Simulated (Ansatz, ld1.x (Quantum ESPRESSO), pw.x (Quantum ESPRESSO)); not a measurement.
## gallium: one change to the ultrasoft potential, in the atom and in the bcc crystal

Ga, ultrasoft, made with ld1.x (Quantum ESPRESSO) 7.5 (PBE, scalar-relativistic). Core [Ar] 3d10, reference 4s2 4p1. Waves: 4s (bound): rcut 1.45, rcutus 2.00 bohr; 4s channel at 0.65 Ry: rcut 1.45, rcutus 2.00 bohr; 4p (bound): rcut 2.40, rcutus 3.10 bohr; 4p channel at 0.5 Ry: rcut 2.40, rcutus 3.10 bohr. Local part: all-electron potential smoothed inside 2.00 bohr (lloc = -1). Core correction: Bessel-smoothed model core inside 2.05 bohr. Augmentation charge: built from norm-conserving waves at rcut, not smoothed further.

Change: local potential all-electron potential smoothed inside 1.70 bohr (lloc = -1).

Cutoffs, loose and tight: the cutoffs (Ry, on a coarse ladder) from which the occupation-weighted sum of valence levels, in a spherical-Bessel basis at the reference potential, stays within 10 and 1 mRy of its value at 400 Ry. They do not see the model core or the augmentation charge, which bear on the density cutoff. Test errors are all-electron minus pseudo excitation energies from the reference, over the configurations 4s2 4p0; 4s1 4p0; 4s2 4p0.5; 4s1 4p1; 4s1 4p2; 4s0 4p3; 4s2 4p1.3; variants that change the core or the reference have their own tests.

Crystal test: bcc Ga in pw.x 7.5, no spin, 14³ k-points, Fermi–Dirac smearing 0.01 Ry, cutoffs set for each file from its atomic test. The reference is all-electron LAPW (Ansatz 0.2.0) with the same functional, mesh and smearing; V0 and B0 come from Birch–Murnaghan fits to the pressures at five volumes. Errors are pseudo minus all-electron; Δ is the rms difference of the E(V) curves that follow from these fits, minima aligned, over ±6 % about the mean V0. Mesh and smearing are coarse, so the numbers serve the comparison and aren't converged zero-temperature values; the lattice is a test structure that the element need not adopt.

All-electron: a0 = 3.373 Å (V0 = 19.18 Å³/atom), B0 = 46.6 GPa.

Does the change bring the crystal closer to the all-electron result?

The mean pressure error goes from -11.61 to -12.96 GPa, so the change moves the solid further from the all-electron pressures. Neither pressure curve crosses zero within the volumes sampled, so no fits are given.

| quantity | base | changed |
| --- | --- | --- |
| outcome (atom) | generated | generated |
| cutoff, loose (atom) | 6 Ry | 6 Ry |
| cutoff, tight (atom) | 8 Ry | 8 Ry |
| bound ghosts (atom) | none | none |
| largest test error (meV) (atom) | -169 | -169 |
| cutoffs in pw.x (Ry) | 40/600 | 40/600 |
| mean pressure error (GPa) | -11.61 | -12.96 |

Base: The largest radius (3.10 bohr) exceeds half the bond length (2.77 bohr), so the spheres overlap, which is one possible source of error among others. This is a poor potential for the solid. The pseudo pressure rises with volume over part of the range, a mechanical instability. Changed file: The largest radius (3.10 bohr) exceeds half the bond length (2.77 bohr), so the spheres overlap, which is one possible source of error among others. This is a poor potential for the solid. The pseudo pressure rises with volume over part of the range, a mechanical instability.
